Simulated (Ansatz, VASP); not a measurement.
# TaN in VASP and in Ansatz

INCAR

```
PREC = Accurate
ENCUT = 600
EDIFF = 1E-6
ISMEAR = -1
SIGMA = 0.15
LREAL = False
LASPH = True
NELM = 100
ALGO = Normal
ISIF = 3
LWAVE = False
LCHARG = False
GGA = PS
IBRION = 2
NSW = 80
EDIFFG = -0.001
```

KPOINTS

```
Automatic mesh
0
Gamma
  18 18 14
```

POSCAR

```
TaN
1.0
    2.9239890458      0.0000000000      0.0000000000
   -1.4619945229      2.5322487940      0.0000000000
    0.0000000000      0.0000000000      2.8707276396
Ta N
1 1
Direct
    0.3333333333      0.6666666667      0.5000000000
    0.0000000000      0.0000000000      0.0000000000
```

Input for Ansatz:

```yaml
crystal:
  lattice:
    - [2.9239890458, 0.0, 0.0]
    - [-1.4619945229, 2.532248794, 0.0]
    - [0.0, 0.0, 2.8707276397]
  atoms:
    - { symbol: Ta, position: [0.3333333333, 0.6666666667, 0.5] }
    - { symbol: "N", position: [0.0, 0.0, 0.0] }
basis:
  ecutwfc: 420
kpoints:
  mp_grid: { grid: [18, 18, 14] }
hamiltonian:
  xc: pbesol
scf:
  occupations: { method: fermi_dirac, width: 0.15 }
output:
  forces: true
  stress: true
  eigenvalues: true
relax:
  adjacent_minimum: "off"
  f_tol: 0.001
  max_steps: 60
  cell: { stress_tol: 0.01 }
```

Alike in both runs: task relaxation of cell and atoms; functional PBEsol; k mesh 18 × 18 × 14; occupations fermi-dirac, width 0.15 eV; no spin polarisation.

```csv
,VASP,Ansatz
version,VASP 6.6.1,Ansatz 0.2.0
potentials or method,"VASP PAW PBE potentials, release 64 (Ta_pv, N)","scalar-relativistic, plane waves, PAW"
plane-wave cutoff (eV),600,420
valence electrons in the cell,16,18
```

|  | VASP | Ansatz | Ansatz less VASP |
| --- | --- | --- | --- |
| gap on the k mesh at the Fermi level, each at its own relaxed structure (eV) | none | none | - |
| relaxed volume (Å³/atom) | 10.65 | 10.63 | -0.021 |
| relaxed cell length with the largest relative difference (Å) | 2.872 | 2.870 | -0.0022 |

A gap of «none» marks a metal or a gap that the smearing closes. The two sets of potentials don't hold the same shells in valence.

Caveats: the PAW data sets were made with another functional, which shifts forces and pressure a little (VASP). Spin-orbit coupling is left out, which matters for the levels of Ta.
